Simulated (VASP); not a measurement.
The system is Sb.

```
CELL_PARAMETERS angstrom
3.12240 0.00000 0.00000
0.00000 4.34752 0.00000
-0.03891 0.00000 4.40585
ATOMIC_POSITIONS crystal
Sb 0.98861 0.75000 0.75883
Sb 0.01139 0.25000 0.24117
```

This isn't the form of Sb at room conditions, which is rhombohedral.

```yaml
Program: VASP 6.6.1
Task: relaxation of cell and atoms
Functional: PBE
Potentials_or_basis: VASP PAW PBE potentials, release 64 (Sb)
Cutoff: 600 eV
k_mesh: 14 × 10 × 10
Occupations: gaussian, width 0.1 eV
Spin: no spin polarisation
```

At the start: pressure 0.4 GPa; volume 29.90 Å³/atom.

Task: How do energy, volume and symmetry change on relaxing?

Result: Over 24 steps the energy falls by 3.8 meV/atom and the volume is 30.03 Å³/atom (+0.4 %); space group Pm-3m (No. 221, to 0.05 Å).

The path:
| step | energy change (eV) | largest force (eV/Å) | pressure (GPa) | volume (Å³) |
| --- | --- | --- | --- | --- |
| 1 | 0.0000 | 0.1149 | 0.39 | 59.81 |
| 2 | -0.0025 | 0.0899 | -0.23 | 60.44 |
| 3 | -0.0026 | 0.0912 | -0.20 | 60.41 |
| 4 | -0.0038 | 0.0838 | -0.09 | 60.24 |
| 5 | -0.0055 | 0.0473 | 0.32 | 59.75 |
| 6 | -0.0062 | 0.0363 | 0.25 | 59.81 |
| 7 | -0.0068 | 0.0215 | 0.07 | 59.98 |
| 8 | -0.0069 | 0.0202 | 0.10 | 59.95 |
| 9 | -0.0070 | 0.0199 | 0.04 | 60.02 |
| 10 | -0.0070 | 0.0196 | -0.08 | 60.15 |
| 11 | -0.0071 | 0.0187 | -0.06 | 60.13 |
| 12 | -0.0072 | 0.0172 | -0.02 | 60.09 |
| 13 | -0.0072 | 0.0148 | 0.06 | 60.00 |
| 14 | -0.0072 | 0.0162 | 0.00 | 60.06 |
| 15 | -0.0073 | 0.0152 | 0.01 | 60.06 |
| 16 | -0.0073 | 0.0122 | 0.01 | 60.06 |
| 17 | -0.0074 | 0.0058 | 0.02 | 60.05 |
| 18 | -0.0074 | 0.0053 | 0.02 | 60.05 |
| 19 | -0.0075 | 0.0038 | 0.01 | 60.06 |
| 20 | -0.0075 | 0.0008 | 0.00 | 60.07 |
| 21 | -0.0075 | 0.0053 | -0.03 | 60.10 |
| 22 | -0.0075 | 0.0017 | -0.01 | 60.08 |
| 23 | -0.0075 | 0.0014 | -0.01 | 60.08 |
| 24 | -0.0075 | 0.0007 | 0.01 | 60.06 |

Final structure:
```xyz
2
Lattice="3.1094 0.0000 0.0144 0.0000 4.3939 0.0000 -0.0183 0.0000 4.3957" Properties=species:S:1:pos:R:3 pbc="T T T"
Sb   -0.0130    3.2954    3.2968
Sb    3.1041    1.0985    1.1133
```
